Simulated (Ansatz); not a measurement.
**GaN: a single-point run**

Wanted: a converged single-point run for GaN, and a check of what comes out. The structure is shown as the input types it. The cell is built on a prototype (rocksalt) and needn't be the phase found in nature.

Computed with Ansatz 0.2.0 (density functional or hybrid calculation with the settings of its input, plane waves (as first typed), unless a step's input says otherwise).

5 further runs of the same task are left out: 5 that didn't finish.

## (1) The structure to begin with

The structure is cubic, space group Fm-3m (No. 225). Conventional cell: a = 4.217 Å, b = 4.217 Å, c = 4.217 Å, α = 90.00°, β = 90.00°, γ = 90.00°. Ga (site symmetry m-3m) has 6 N at 2.11 Å as nearest neighbours. N (site symmetry m-3m) is surrounded by 6 Ga at 2.11 Å.

Structure file:

```cif
data_structure
_symmetry_space_group_name_H-M 'Fm-3m'
_symmetry_Int_Tables_number 225
_cell_length_a 4.2170
_cell_length_b 4.2170
_cell_length_c 4.2170
_cell_angle_alpha 90.000
_cell_angle_beta 90.000
_cell_angle_gamma 90.000
_cell_volume 74.99
loop_
_atom_site_label
_atom_site_type_symbol
_atom_site_symmetry_multiplicity
_atom_site_Wyckoff_symbol
_atom_site_fract_x
_atom_site_fract_y
_atom_site_fract_z
_atom_site_occupancy
Ga1 Ga 4 a 0.00000 0.00000 0.00000 1
N1 N 4 b 0.50000 0.00000 0.00000 1
```

## (2) The calculation

input.yaml reads:

```yaml
crystal:
  lattice:
    - [0.0, 2.108515235, 2.108515235]
    - [2.108515235, 0.0, 2.108515235]
    - [2.108515235, 2.108515235, 0.0]
  atoms:
    - { symbol: Ga, position: [0.0, 0.0, 0.0] }
    - { symbol: "N", position: [0.5, 0.5, 0.5] }
kpoints:
  mp_grid: { grid: [8, 8, 8] }
hamiltonian:
  xc: pbe
scf:
  occupations: { method: gaussian, width: 1.5 }
  n_extra_bands: 4
output:
  forces: true
  stress: true
  eigenvalues: true
```

Run with:

```sh
> ansatz run input.yaml --threads 4 --pin off --max-ram 3686MiB --backend cpu --events-out ev --progress --plain --runs-dir out
```

**Question.** How will this run end, and is anything wrong with its input?

This run ends as converged. Convergence says nothing about whether the input makes sense.

Look at the input: scf.occupations.method is gaussian; scf.occupations.width is 1.5. The width is far wider than usual, so occupations near the Fermi level are blurred and the entropy term grows.

Run again and compare: delete scf.occupations.width (the default then holds) and set scf.occupations.method to fixed.
